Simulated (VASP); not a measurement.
The system is SrO.

```xyz
2
Lattice="0.0000 2.5807 2.5807 2.5807 0.0000 2.5807 2.5807 2.5807 0.0000" Properties=species:S:1:pos:R:3 pbc="T T T"
Sr    0.0000    0.0000    0.0000
O     2.5807    2.5807    2.5807
```

```yaml
Program: VASP 6.6.1
Task: relaxation of cell and atoms
Functional: RPBE
Potentials_or_basis: VASP PAW PBE potentials, release 64 (Sr_sv, O)
Cutoff: 600 eV
k_mesh: 8 × 8 × 8
Occupations: gaussian, width 0.02 eV
Spin: no spin polarisation
```

At the start: pressure 5.2 GPa; volume 17.19 Å³/atom.

Task: Where does the relaxation end?

Result: Over 3 steps the energy falls by 16.4 meV/atom and the volume is 18.25 Å³/atom (+6.2 %); space group Fm-3m (No. 225, to 0.05 Å).

Step by step:
```csv
step,energy change (eV),largest force (eV/Å),pressure (GPa),volume (Å³)
1,0.0000,0.0000,5.20,34.37
2,-0.0296,0.0000,-1.39,37.22
3,-0.0327,0.0000,0.01,36.50
```

Final structure:
```yaml
crystal:
  lattice:
    - [0.00000, 2.63288, 2.63288]
    - [2.63288, 0.00000, 2.63288]
    - [2.63288, 2.63288, 0.00000]
  atoms:
    - { symbol: Sr, position: [0.00000, 0.00000, 0.00000] }
    - { symbol: O, position: [0.50000, 0.50000, 0.50000] }
```

Caveat: the PAW data sets were made with another functional, which shifts forces and pressure a little.
